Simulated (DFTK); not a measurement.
## Al under changes of volume

One of the cells (16.603 Å³/atom); the others are scaled copies at fixed shape and fractional positions:

```xyz
1
Lattice="0.0000 2.0248 2.0248 2.0248 0.0000 2.0248 2.0248 2.0248 0.0000" Properties=species:S:1:pos:R:3 pbc="T T T"
Al    0.0000    0.0000    0.0000
```

- Program: DFTK 0.8.2
- Functional: r2SCAN
- Potentials or basis: SG15 1.2 (PBE)
- Cutoff: 1225 eV
- k mesh: 7 × 7 × 7
- Occupations: fermi-dirac, width 0.05 eV
- Spin: no spin polarisation

```tsv
volume (Å³/atom)	energy over the lowest point (meV/atom)	pressure (GPa)
15.607	5.48	3.5
15.939	?	?
16.271	0.00	-0.6
16.603	3.32	-2.4
16.935	10.05	-3.9
17.267	19.72	-5.2
17.599	31.90	-6.4
```

**Question.** What does the run at 15.939 Å³/atom give?

**Answer.** Energy over the lowest point 0.56 meV/atom; pressure 1.3 GPa.

Worked out: A Birch-Murnaghan fit of order 3 (a polynomial in V^(-2/3)) to the other rows has its minimum at 16.15 Å³/atom with B0 = V·E''(V) = 96 GPa and B' = 5.7. It gives 0.51 meV/atom at 15.939 Å³/atom, against the run's 0.56, and -dE/dV = 1.3 GPa, against 1.3.

Energies are extrapolated to zero smearing.

Caveats: all runs use coarse meshes; the potentials were made for another functional, which shifts forces and pressure.
